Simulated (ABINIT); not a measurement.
# BAs (F-43m) in ABINIT: notebook

Aim: see how the results for BAs move with the level of theory and the settings. Levels: LDA, SCAN, PW91. Tasks: band structure, equation of state.

Program: ABINIT 10.8.3 (patched build). These are calculated values, not measurements. Logs are shortened: lines on timing, memory, paths and dates and some standing lists are left out, and cuts for length are marked. The log counts tension as positive stress, the text compression.

**What was measured.**

“Basic Physical Properties of Cubic Boron Arsenide”, 2019, arxiv:1911.11281 quotes, for a bulk crystal of BAs: bulk modulus 148 GPa.

How close the calculation comes is told below.

## 1. The crystal as given

The structure is cubic, space group F-43m (No. 216). Conventional cell: a = 4.777 Å, b = 4.777 Å, c = 4.777 Å, α = 90.00°, β = 90.00°, γ = 90.00°. As (site symmetry -43m) is surrounded by 4 B at 2.07 Å. Around B (site symmetry -43m) lie 4 As at 2.07 Å.

## 2. Band structure, LDA

File run.abi:

```
# Datasets: ground state, then fixed potential
ndtset 2

# Pseudopotentials
pp_dirpath "./"
pseudos "As.upf, B.upf"

# Structure
acell 3.3778490937 3.3778490937 3.3778490937 Angstrom
rprim
     0.0000000000     0.7071067812     0.7071067812
     0.7071067812     0.0000000000     0.7071067812
     0.7071067812     0.7071067812     0.0000000000
ntypat 2
znucl 33 5
natom 2
typat 1 2
xred
     0.7500000000     0.7500000000     0.7500000000
     0.0000000000     0.0000000000     0.0000000000

# Plane-wave basis
ecut 40.0

# Exchange and correlation
ixc 7

# Bands and occupations
occopt 3
tsmear 0.05 eV

# SCF cycle
nstep 100

# Output
iomode 3
prtwf 0
prteig 0
prtebands 0
prtden1 1

# Dataset 1
kptopt1 1
ngkpt1 10 10 10
nshiftk1 1
shiftk1 0.0 0.0 0.0
nband1 13
tolvrs1 1.0e-10

# Dataset 2: bands along G-X-W-K-G-L-U-W-L-K
iscf2 -2
getden2 1
nband2 17
nbdbuf2 2
tolwfr2 1.0e-12
kptopt2 -9
ndivsm2 5
prteig2 1
kptbounds2
     0.0000000000     0.0000000000     0.0000000000
     0.5000000000     0.0000000000     0.5000000000
     0.5000000000     0.2500000000     0.7500000000
     0.3750000000     0.3750000000     0.7500000000
     0.0000000000     0.0000000000     0.0000000000
     0.5000000000     0.5000000000     0.5000000000
     0.6250000000     0.2500000000     0.6250000000
     0.5000000000     0.2500000000     0.7500000000
     0.5000000000     0.5000000000     0.5000000000
     0.3750000000     0.3750000000     0.7500000000
```

Potentials or basis: PseudoDojo NC SR LDA v0.4.1 standard.

Launch:

```console
abinit run.abi > log 2>&1
```

run.abo:

```text
.Version 10.8.3 of ABINIT
 DATASET    1 : space group F-4 3 m (#216); Bravais cF (face-center cubic)
================================================================================
 Values of the parameters that define the memory need for DATASET  1.
     intxc =       0    ionmov =       0      iscf =       7    lmnmax =       6
     lnmax =       6     mgfft =      40  mpssoang =       3    mqgrid =    3001
     natom =       2  nloc_mem =       1    nspden =       1   nspinor =       1
    nsppol =       1      nsym =      24    n1xccc =    2501    ntypat =       2
    occopt =       3   xclevel =       1
       mpw =        2235          nfft =       64000          nkpt =          47
================================================================================
================================================================================

 DATASET    2 : space group F-4 3 m (#216); Bravais cF (face-center cubic)
================================================================================
 Values of the parameters that define the memory need for DATASET  2.
     intxc =       0    ionmov =       0      iscf =      -2    lmnmax =       6
     lnmax =       6     mgfft =      40  mpssoang =       3    mqgrid =    3001
     natom =       2  nloc_mem =       1    nspden =       1   nspinor =       1
    nsppol =       1      nsym =      24    n1xccc =    2501    ntypat =       2
    occopt =       3   xclevel =       1
       mpw =        2245          nfft =       64000          nkpt =          87
================================================================================
================================================================================

--------------------------------------------------------------------------------
------------- Echo of variables that govern the present computation ------------
--------------------------------------------------------------------------------
 -outvars: echo values of preprocessed input variables --------
            acell      6.3832096817E+00  6.3832096817E+00  6.3832096817E+00 Bohr
              amu      7.49215900E+01  1.08110000E+01
             ecut      4.00000000E+01 Hartree
           getden1          0
           getden2          1
             iscf1          7
             iscf2         -2
                       outvar_i_n : Printing only first  50 k-points.
              ixc           7
           jdtset        1    2
                       outvar_i_n : Printing only first  50 k-points.
           kptopt1          1
           kptopt2         -9
         kptrlatt       10    0    0      0   10    0      0    0   10
          kptrlen1     6.38320968E+01
          kptrlen2     3.00000000E+01
            natom           2
            nband1         13
            nband2         17
           nbdbuf1          0
           nbdbuf2          2
           ndtset           2
           ndivsm1          0
           ndivsm2          5
            ngfft          40      40      40
             nkpt1         47
             nkpt2         87
            nstep         100
             nsym          24
           ntypat           2
           occopt           3
        prtebands           0
           prteig1          0
           prteig2          1
            prtwf           0
            rprim      0.0000000000E+00  7.0710678120E-01  7.0710678120E-01
                       7.0710678120E-01  0.0000000000E+00  7.0710678120E-01
                       7.0710678120E-01  7.0710678120E-01  0.0000000000E+00
           shiftk1     0.00000000E+00  0.00000000E+00  0.00000000E+00
           shiftk2     5.00000000E-01  5.00000000E-01  5.00000000E-01
          spgroup         216
           tolvrs1     1.00000000E-10
           tolvrs2     0.00000000E+00
           tolwfr1     0.00000000E+00
           tolwfr2     1.00000000E-12
           tsmear      1.83746611E-03 Hartree
            typat      1  2
                       outvars : Printing only first  50 k-points.
           xangst      3.5827500000E+00  3.5827500000E+00  3.5827500000E+00
                       0.0000000000E+00  0.0000000000E+00  0.0000000000E+00
            xcart      6.7704162777E+00  6.7704162777E+00  6.7704162777E+00
                       0.0000000000E+00  0.0000000000E+00  0.0000000000E+00
             xred      7.5000000000E-01  7.5000000000E-01  7.5000000000E-01
                       0.0000000000E+00  0.0000000000E+00  0.0000000000E+00
            znucl       33.00000    5.00000

================================================================================

 chkinp: Checking input parameters for consistency, jdtset=   1.

 chkinp: Checking input parameters for consistency, jdtset=   2.

================================================================================
== DATASET  1 ==================================================================

--- !DatasetInfo
iteration_state: {dtset: 1, }
[... 180 lines left out ...]
 R(1)=  0.0000000  4.5136109  4.5136109  G(1)= -0.1107761  0.1107761  0.1107761
 R(2)=  4.5136109  0.0000000  4.5136109  G(2)=  0.1107761 -0.1107761  0.1107761
 R(3)=  4.5136109  4.5136109  0.0000000  G(3)=  0.1107761  0.1107761 -0.1107761
 Unit cell volume ucvol=  1.8390873E+02 bohr^3
 Angles (23,13,12)=  6.00000000E+01  6.00000000E+01  6.00000000E+01 degrees

 getcut: wavevector=  0.0000  0.0000  0.0000  ngfft=  40  40  40
         ecut(hartree)=     40.000   => boxcut(ratio)=   2.20103

 getcut : COMMENT -
  Note that boxcut > 2.2 ; recall that boxcut=Gcut(box)/Gcut(sphere) = 2
  is sufficient for exact treatment of convolution.
  Such a large boxcut is a waste : you could raise ecut
  e.g. ecut=   48.445285 Hartrees makes boxcut=2

--------------------------------------------------------------------------------

================================================================================
 Non-SCF case, kpt    1 (  0.00000  0.00000  0.00000), residuals and eigenvalues=
  3.95E-13  8.91E-13  2.90E-13  6.27E-13  3.02E-13  2.22E-13  7.43E-13  3.80E-13
  4.47E-13  6.20E-13  7.78E-13  3.98E-13  6.19E-13  4.21E-13  5.58E-13  1.60E-11
  2.54E-13
 -1.0849E+00 -1.0849E+00 -1.0849E+00 -1.0841E+00 -1.0841E+00 -3.2909E-01
  2.3656E-01  2.3656E-01  2.3656E-01  3.5653E-01  3.5653E-01  3.5653E-01
  4.0746E-01  5.8126E-01  7.2367E-01  7.2367E-01  7.6483E-01
 Non-SCF case, kpt    2 (  0.03571  0.00000  0.03571), residuals and eigenvalues=
  4.87E-13  9.32E-13  3.89E-13  2.88E-13  4.42E-13  1.75E-13  9.44E-13  3.76E-13
  3.42E-13  6.32E-13  4.94E-13  3.77E-13  5.38E-13  2.42E-13  8.38E-13  4.20E-10
  1.60E-06
 -1.0849E+00 -1.0849E+00 -1.0849E+00 -1.0841E+00 -1.0841E+00 -3.2806E-01
  2.3121E-01  2.3155E-01  2.3155E-01  3.5315E-01  3.6265E-01  3.6265E-01
[... 582 lines left out ...]
 Non-SCF case, kpt   86 (  0.38889  0.38889  0.72222), residuals and eigenvalues=
  4.17E-13  7.05E-13  9.00E-13  3.08E-13  1.54E-13  8.31E-13  6.02E-13  2.37E-13
  7.33E-13  6.30E-13  9.22E-13  4.06E-13  9.64E-13  1.92E-13  7.64E-13  2.63E-10
  1.91E-07
 -1.0849E+00 -1.0845E+00 -1.0844E+00 -1.0842E+00 -1.0840E+00 -1.8342E-01
 -5.6003E-02  1.7131E-02  1.1429E-01  3.1598E-01  4.6217E-01  5.5702E-01
  5.7374E-01  6.1933E-01  7.2254E-01  8.4623E-01  9.2795E-01
 Non-SCF case, kpt   87 (  0.37500  0.37500  0.75000), residuals and eigenvalues=
  1.61E-13  4.36E-13  1.87E-13  5.26E-13  1.38E-13  3.96E-13  3.75E-13  4.80E-13
  6.40E-13  8.59E-13  6.39E-13  7.44E-13  6.60E-13  9.06E-13  3.73E-13  1.30E-10
  2.94E-06
 -1.0849E+00 -1.0845E+00 -1.0844E+00 -1.0842E+00 -1.0840E+00 -1.7923E-01
 -5.8473E-02  1.7602E-02  1.0884E-01  3.1027E-01  4.3844E-01  5.7337E-01
  5.9180E-01  6.2347E-01  7.3494E-01  8.4687E-01  9.4790E-01

--- !ResultsGS
iteration_state: {dtset: 2, }
comment   : Summary of ground state results
lattice_vectors:
- [  0.0000000,   4.5136109,   4.5136109, ]
- [  4.5136109,   0.0000000,   4.5136109, ]
- [  4.5136109,   4.5136109,   0.0000000, ]
lattice_lengths: [   6.38321,    6.38321,    6.38321, ]
lattice_angles: [ 60.000,  60.000,  60.000, ] # degrees, (23, 13, 12)
lattice_volume:   1.8390873E+02
convergence: {deltae:  0.000E+00, res2:  0.000E+00, residm:  9.996E-13, diffor:  0.000E+00, }
etotal    :  -1.08935014E+02
entropy   :   0.00000000E+00
fermie    :   2.56872118E-01
cartesian_stress_tensor: null
pressure_GPa: null
xred      :
- [  7.5000E-01,   7.5000E-01,   7.5000E-01, As]
- [  0.0000E+00,   0.0000E+00,   0.0000E+00,  B]
cartesian_forces: null
force_length_stats: {min: null, max: null, mean: null, }
...

 Integrated electronic density in atomic spheres:
 ------------------------------------------------
 Atom  Sphere_radius  Integrated_density
    1        2.00000         12.50566084
    2        2.00000          2.54910077
================================================================================

 ----iterations are completed or convergence reached----

 Mean square residual over all n,k,spin=   52.823E-14; max=  99.959E-14
 reduced coordinates (array xred) for    2 atoms
       0.750000000000      0.750000000000      0.750000000000
       0.000000000000      0.000000000000      0.000000000000

 cartesian coordinates (angstrom) at end:
    1      3.58275000003832     3.58275000003832     3.58275000003832
    2      0.00000000000000     0.00000000000000     0.00000000000000
 length scales=  6.383209681739  6.383209681739  6.383209681739 bohr
              =  3.377849093700  3.377849093700  3.377849093700 angstroms
 Eigenvalues (hartree) for nkpt=  87  k points:
 kpt#   1, nband= 17, wtk=  1.00000, kpt=  0.0000  0.0000  0.0000 (reduced coord)
  -1.08491   -1.08491   -1.08491   -1.08411   -1.08411   -0.32909    0.23656    0.23656
   0.23656    0.35653    0.35653    0.35653    0.40746    0.58126    0.72367    0.72367
   0.76483
 kpt#   2, nband= 17, wtk=  1.00000, kpt=  0.0357  0.0000  0.0357 (reduced coord)
  -1.08491   -1.08490   -1.08490   -1.08411   -1.08411   -0.32806    0.23121    0.23155
   0.23155    0.35315    0.36265    0.36265    0.41285    0.58555    0.69740    0.72482
   0.76709
 kpt#   3, nband= 17, wtk=  1.00000, kpt=  0.0714  0.0000  0.0714 (reduced coord)
  -1.08492   -1.08488   -1.08488   -1.08412   -1.08410   -0.32499    0.21662    0.21892
   0.21892    0.34521    0.37858    0.37858    0.42520    0.59795    0.65916    0.72828
   0.77387
 kpt#   4, nband= 17, wtk=  1.00000, kpt=  0.1071  0.0000  0.1071 (reduced coord)
  -1.08493   -1.08485   -1.08485   -1.08413   -1.08409   -0.31989    0.19572    0.20266
   0.20266    0.33535    0.40029    0.40029    0.43801    0.61725    0.62518    0.73403
   0.78519
 kpt#   5, nband= 17, wtk=  1.00000, kpt=  0.1429  0.0000  0.1429 (reduced coord)
[... 317 lines left out ...]
   0.12915    0.33235    0.48598    0.51068    0.53969    0.63408    0.72108    0.81863
   0.87263
 kpt#  85, nband= 17, wtk=  1.00000, kpt=  0.4028  0.4028  0.6944 (reduced coord)
  -1.08486   -1.08454   -1.08447   -1.08417   -1.08400   -0.19026   -0.05676    0.02685
   0.12114    0.32341    0.48288    0.53525    0.54901    0.62539    0.71860    0.83835
   0.89716
 kpt#  86, nband= 17, wtk=  1.00000, kpt=  0.3889  0.3889  0.7222 (reduced coord)
  -1.08489   -1.08450   -1.08444   -1.08420   -1.08399   -0.18342   -0.05600    0.01713
   0.11429    0.31598    0.46217    0.55702    0.57374    0.61933    0.72254    0.84623
   0.92795
 kpt#  87, nband= 17, wtk=  1.00000, kpt=  0.3750  0.3750  0.7500 (reduced coord)
  -1.08492   -1.08447   -1.08441   -1.08423   -1.08398   -0.17923   -0.05847    0.01760
   0.10884    0.31027    0.43844    0.57337    0.59180    0.62347    0.73494    0.84687
   0.94790

== END DATASET(S) ==============================================================
================================================================================

 -outvars: echo values of variables after computation  --------
            acell      6.3832096817E+00  6.3832096817E+00  6.3832096817E+00 Bohr
           etotal1    -1.0893501376E+02
            fcart1     1.1651586444E-31  1.1651586444E-31 -3.4954759332E-31
                      -1.1651586444E-31 -1.1651586444E-31  3.4954759332E-31
            rprim      0.0000000000E+00  7.0710678120E-01  7.0710678120E-01
                       7.0710678120E-01  0.0000000000E+00  7.0710678120E-01
                       7.0710678120E-01  7.0710678120E-01  0.0000000000E+00
           strten1     1.4187418197E-04  1.4187418197E-04  1.4187418197E-04
                       0.0000000000E+00  0.0000000000E+00  0.0000000000E+00
           xangst      3.5827500000E+00  3.5827500000E+00  3.5827500000E+00
                       0.0000000000E+00  0.0000000000E+00  0.0000000000E+00
             xred      7.5000000000E-01  7.5000000000E-01  7.5000000000E-01
                       0.0000000000E+00  0.0000000000E+00  0.0000000000E+00
 Calculation completed.
```

Run time: 1.7 min. Hardware: 1 thread of Arm Neoverse V2, shared host; peak memory 0.11 GiB.

Results:

```yaml
Free_energy: -2964.2727 eV
Pressure: -4.2 GPa
Band_gap_on_the_k_mesh: 1.14 eV, indirect (least direct gap 3.26 eV)
Band_gap_along_the_path: 1.14 eV, indirect (least direct gap 3.26 eV)
Valence_electrons_inside_the_program's_atomic_spheres: As 12.51; B 2.55
```

Levels at the corners of the path, in eV from the valence-band top:
| point | band 7 | band 8 | band 9 | band 10 | band 11 | band 12 |
| --- | --- | --- | --- | --- | --- | --- |
| Γ | 0.00 | 0.00 | 0.00 | 3.26 | 3.26 | 3.26 |
| X | -8.41 | -4.07 | -4.07 | 1.35 | 1.44 | 11.25 |
| W | -7.92 | -5.49 | -5.20 | 5.22 | 5.86 | 6.72 |
| K | -8.03 | -5.96 | -3.48 | 2.01 | 5.49 | 9.17 |
| Γ | 0.00 | 0.00 | 0.00 | 3.26 | 3.26 | 3.26 |
| L | -8.74 | -1.81 | -1.81 | 2.68 | 4.78 | 4.78 |
| U | -8.03 | -5.96 | -3.48 | 2.01 | 5.49 | 9.17 |
| W | -7.92 | -5.49 | -5.20 | 5.22 | 5.86 | 6.72 |
| L | -8.74 | -1.81 | -1.81 | 2.68 | 4.78 | 4.78 |
| K | -8.03 | -5.96 | -3.48 | 2.01 | 5.49 | 9.17 |

## 3. Band structure, SCAN

File run.abi:

```
ndtset 2

pp_dirpath "./"
pseudos "As.GGA_PBE-JTH.xml, B.GGA_PBE-JTH.xml"

acell 6.3832096775 6.3832096775 6.3832096775
rprim
     0.0000000000     0.7071067812     0.7071067812
     0.7071067812     0.0000000000     0.7071067812
     0.7071067812     0.7071067812     0.0000000000
ntypat 2
znucl 33 5
natom 2
typat 1 2
xcart
     3.5827500000     3.5827500000     3.5827500000
     0.0000000000     0.0000000000     0.0000000000 Angstrom

ecut 18.0
pawecutdg 36.0

ixc -263267
usekden 1
pawxcdev 0

occopt 3
tsmear 0.05 eV

nstep 100

iomode 3
prtwf 0
prteig 0
prtebands 0
enunit 1
prtden1 1
prtkden1 1

kptopt1 1
ngkpt1 10 10 10
nshiftk1 1
shiftk1 0.0 0.0 0.0
nband1 13
tolvrs1 1.0e-7

iscf2 -2
getden2 1
getkden2 1
nband2 17
nbdbuf2 2
tolwfr2 1.0e-12
kptopt2 -9
ndivsm2 6
prteig2 1
prtvol2 -3
kptbounds2
     0.0000000000     0.0000000000     0.0000000000
     0.5000000000     0.0000000000     0.5000000000
     0.5000000000     0.2500000000     0.7500000000
     0.3750000000     0.3750000000     0.7500000000
     0.0000000000     0.0000000000     0.0000000000
     0.5000000000     0.5000000000     0.5000000000
     0.6250000000     0.2500000000     0.6250000000
     0.5000000000     0.2500000000     0.7500000000
     0.5000000000     0.5000000000     0.5000000000
     0.3750000000     0.3750000000     0.7500000000
```

Potentials or basis: JTH PAW PBE v2.0.

Launch:

```console
abinit run.abi > log 2>&1
```

run.abo:

```text
.Version 10.8.3 of ABINIT
 DATASET    1 : space group F-4 3 m (#216); Bravais cF (face-center cubic)
================================================================================
 Values of the parameters that define the memory need for DATASET  1.
     intxc =       0    ionmov =       0      iscf =      17    lmnmax =      18
     lnmax =       6     mgfft =      27  mpssoang =       3    mqgrid =    3001
     natom =       2  nloc_mem =       2    nspden =       1   nspinor =       1
    nsppol =       1      nsym =      24    n1xccc =       1    ntypat =       2
    occopt =       3   xclevel =       2
       mpw =         684          nfft =       19683          nkpt =          47
 PAW method is used; the additional fine FFT grid is defined by:
   mgfftf=        36    nfftf =     46656
================================================================================
================================================================================

[... 1505 lines left out ...]
  26.77733
 kpt# 103, nband= 17, wtk=  1.00000, kpt=  0.3750  0.3750  0.7500 (reduced coord)
 -29.78055  -29.76695  -29.76503  -29.76298  -29.75610   -4.74303   -1.60960    0.79419
   3.30443    9.21576   12.88849   16.77411   17.35141   18.15740   21.03376   24.76080
  27.28193

== END DATASET(S) ==============================================================
================================================================================

 -outvars: echo values of variables after computation  --------
            acell      6.3832096775E+00  6.3832096775E+00  6.3832096775E+00 Bohr
           etotal1    -1.0944018903E+02
            fcart1    -0.0000000000E+00 -0.0000000000E+00 -0.0000000000E+00
                      -0.0000000000E+00 -0.0000000000E+00 -0.0000000000E+00
            rprim      0.0000000000E+00  7.0710678120E-01  7.0710678120E-01
                       7.0710678120E-01  0.0000000000E+00  7.0710678120E-01
                       7.0710678120E-01  7.0710678120E-01  0.0000000000E+00
           strten1     2.5397367966E-05  2.5397367966E-05  2.5397367966E-05
                       0.0000000000E+00  0.0000000000E+00  0.0000000000E+00
           xangst      3.5827500000E+00  3.5827500000E+00  3.5827500000E+00
                       2.3408328818E-09  2.3408324178E-09  2.3408328818E-09
             xred      7.5000000049E-01  7.5000000049E-01  7.5000000049E-01
                       4.9002144009E-10  4.9002163438E-10  4.9002144009E-10
 Calculation completed.
```

Run time: 1.9 min. Hardware: 1 thread of Arm Neoverse V2, shared host; peak memory 0.12 GiB.

What came out:

```
Free energy                                           : -2978.0193 eV
Pressure                                              : -0.7 GPa
Band gap on the k mesh                                : 1.41 eV, indirect (least direct gap 3.59 eV)
Band gap along the path                               : 1.42 eV, indirect (least direct gap 3.59 eV)
Valence electrons inside the program's atomic spheres : As 12.82; B 1.74
```

Levels at the corners of the path, in eV from the valence-band top:
| point | band 7 | band 8 | band 9 | band 10 | band 11 | band 12 |
| --- | --- | --- | --- | --- | --- | --- |
| Γ | 0.00 | 0.00 | 0.00 | 3.59 | 3.59 | 3.59 |
| X | -8.90 | -4.21 | -4.21 | 1.65 | 1.73 | 12.22 |
| W | -8.44 | -5.63 | -5.32 | 5.65 | 6.53 | 7.17 |
| K | -8.51 | -6.10 | -3.59 | 2.32 | 5.99 | 9.88 |
| Γ | 0.00 | 0.00 | 0.00 | 3.59 | 3.59 | 3.59 |
| L | -9.10 | -1.88 | -1.88 | 3.02 | 5.16 | 5.16 |
| U | -8.51 | -6.10 | -3.59 | 2.32 | 5.99 | 9.88 |
| W | -8.44 | -5.63 | -5.32 | 5.65 | 6.53 | 7.17 |
| L | -9.10 | -1.88 | -1.88 | 3.02 | 5.16 | 5.16 |
| K | -8.51 | -6.10 | -3.59 | 2.32 | 5.99 | 9.88 |

Caveat: totals of a meta-GGA on PAW files have another zero than those of a GGA; the PAW data sets were made with another functional, which shifts forces and pressure a little.

(Part 1 of 2 ends here.)
